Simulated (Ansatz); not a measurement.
# ZnS: S vacancy

Method: DFT PBE, scalar-relativistic, plane waves, PAW (Ansatz 0.2.0). (420 eV cutoff, 2×2×2 k-mesh, Gaussian smearing of 0.01 eV, collinear spin in charge +1 alone)

Host crystal, relaxed:

```xyz
4
Lattice="3.8441 0.0000 0.0000 -1.9220 3.3291 0.0000 0.0000 0.0000 6.3046" Properties=species:S:1:pos:R:3 pbc="T T T"
Zn    0.0000    2.2194    0.0017
Zn    1.9220    1.1097    3.1540
S     0.0000    2.2194    2.3626
S     1.9220    1.1097    5.5149
```

Supercell of 16 atoms, rows in host cell vectors: 0 0 1; -2 -2 0; 2 0 0. Atoms relax at the host's cell, keeping the symmetry that the supercell leaves at the site. The cell is small, so energies carry finite-size errors of tenths of an eV. The host's Kohn–Sham gap is 2.08 eV. Atoms are taken from and returned to the elements' standard states. Charged cells are corrected for image charges with the computed static dielectric tensor (mean 9.2) and aligned with the host's potential at far atoms (alignment terms reach 1.67 eV; the program doubts the alignment in some charges, where it is up to 1.67 eV). No band-filling term is added, and the Fermi level counts from the host's valence band top.

Defect: S vacancy set at (0.333, 0.667, 0.375) of the host cell. In charges +2, +1, 0 some atom moved by up to 0.7 Å, so the relaxed defect can differ in kind from the start. Before relaxation its nearest neighbours are 4 Zn at 2.36 Å.

```tsv
charge	E_f at the valence band top (eV)	over the neutral state (eV)	moment (μB)	largest move (Å)	atoms near the site
+2	1.60	-2.15	0.00	0.66	3 Zn at 2.80 Å, 1 Zn at 3.00 Å
+1	2.67	-1.09	0.50	0.70	3 Zn at 2.53 Å
0	3.76	0.00	0.00	0.72	1 Zn at 1.69 Å, 3 Zn at 2.32 Å
```

Among the charges computed the stable one is +2 at the valence band top, changing to +1 at 1.06 eV, changing to 0 at 1.09 eV. In charge +1 the cell has partly filled bands: a level of the defect may be part filled, the carrier may sit in the host's bands, or levels may cross between the k points, so transitions that involve it are doubtful. Fractional moments come from partly filled bands of the small cell.